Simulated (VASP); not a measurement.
Write the native input for VASP 6.6.1 that does the following.

* Task: dielectric tensor
* Functional: PBEsol
* Potentials or basis: VASP PAW PBE potentials, release 64 (Al, Ga_d, As)
* Cutoff: 600 eV
* k mesh: 6 × 6 × 6
* Occupations: gaussian, width 0.03 eV
* Spin: no spin polarisation
* Monkhorst-Pack mesh: yes
* Further INCAR settings: ALGO = Fast; EDIFF = 1e-08

The structure of AlGaAs2 lies in POSCAR:

```
AlGaAs2                                 
1.0
    5.6742817083      0.0000000000      0.0000000000
    0.0000000000     -5.6742817083     -0.0000000000
    0.0000000000      0.0000000000     -5.6708747116
  Al              Ga              As            
     2     2     4
Direct
     0.0000000000000000    0.5000000000000000    0.5000000000000000
     0.5000000000000000    0.0000000000000000    0.5000000000000000
     0.5000000000000000    0.5000000000000000    0.0000000000000000
     0.0000000000000000    0.0000000000000000    0.0000000000000000
     0.2500000000000000    0.2500000000000000    0.2500563254431046
     0.7500000000000000    0.7500000000000000    0.2500563254431046
     0.7500000000000000    0.2500000000000000    0.7499436745568954
     0.2500000000000000    0.7500000000000000    0.7499436745568954
```

The cell was built by a generator and needn't be a form met in nature.

The input as run:

INCAR

```
SYSTEM = AlGaAs2
PREC = Accurate
ENCUT = 600
EDIFF = 1E-8
ISMEAR = 0
SIGMA = 0.03
LREAL = .FALSE.
LASPH = .TRUE.
NELM = 80
ALGO = Fast
ISIF = 2
LWAVE = .FALSE.
LCHARG = .FALSE.
GGA = PS
LEPSILON = .TRUE.
KPAR = 4
```

KPOINTS

```
Automatic mesh
0
Monkhorst
  6 6 6
  0 0 0
```

Potentials or basis: VASP PAW PBE potentials, release 64 (Al, Ga_d, As).

The run is started by

```console
$ cat potpaw_PBE.64/Al/POTCAR potpaw_PBE.64/Ga_d/POTCAR potpaw_PBE.64/As/POTCAR > POTCAR
$ mpirun -np 4 vasp_std > vasp.out
```

It gave:

The electronic dielectric tensor (diagonal) is 11.62, 11.62, 11.58 and the born charges (mean of the diagonal) is Al +2.04; Ga +2.23; As -2.13 e.

Run time: 14 min on 4 MPI ranks on Intel(R) Xeon(R) Platinum 8488C (Sapphire Rapids) (shared host), peak memory 1 GiB a rank.
